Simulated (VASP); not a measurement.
Set up this calculation in VASP 6.6.1, as the native input.

```
Task                   : relaxation of cell and atoms
Functional             : PBE
Dispersion             : D3(BJ)
Potentials or basis    : VASP PAW PBE potentials, release 64 (P)
Cutoff                 : 700 eV
k mesh                 : 10 × 10 × 8
Occupations            : gaussian, width 0.02 eV
Spin                   : no spin polarisation
Further INCAR settings : ALGO = Normal; EDIFF = 1e-07; IBRION = 2; EDIFFG = -0.002; NSW = 80; ISIF = 3
```

The structure of P lies in POSCAR:

```
P
1.0
    1.6582000000     -5.2420000000      0.0000000000
    1.6582000000      5.2420000000      0.0000000000
    0.0000000000      0.0000000000      4.3793000000
P
4
Direct
    0.8983800000      0.1016200000      0.0806800000
    0.6016200000      0.3983800000      0.5806800000
    0.1016200000      0.8983800000      0.9193200000
    0.3983800000      0.6016200000      0.4193200000
```

One way to write it, as run:

INCAR

```
ALGO = Normal ; EDIFF = 1E-7
EDIFFG = -0.002 ; ENCUT = 700
GGA = PE ; IBRION = 2
ISIF = 3 ; ISMEAR = 0
IVDW = 12 ; LASPH = T
LCHARG = F ; LREAL = F
LWAVE = F ; NELM = 100
NSW = 80 ; PREC = Accurate
SIGMA = 0.02
```

KPOINTS

```
k-points
0
Gamma
  10 10 8
```

Potentials or basis: VASP PAW PBE potentials, release 64 (P).

Run with:

```bash
$ cat potpaw_PBE.64/P/POTCAR > POTCAR
$ mpirun -np 1 vasp_std > vasp.out
```

Results of the run:

```yaml
Relaxed_volume: 17.67 Å³/atom
Relaxed_cell: a = 5.364 Å, b = 5.364 Å, c = 4.178 Å, α = 90.00°, β = 90.00°, γ = 143.98°
Space_group_after_relaxing_to_0.05_Å: Cmce (No. 64)
Energy_gained_by_relaxing: 8.1 meV/atom
Ionic_steps: 17
Pressure_after_relaxing: 0.0 GPa
Band_gap_on_the_k_mesh: none (metal or under the smearing width)
Dispersion_energy_per_atom: -0.397 eV
```

Caveat: pairwise dispersion overbinds metals, which lowers pressure and volume.

Wall time 20 min on 1 thread of Intel(R) Xeon(R) 6975P-C (Granite Rapids) (shared host), peak memory 0.45 GiB.
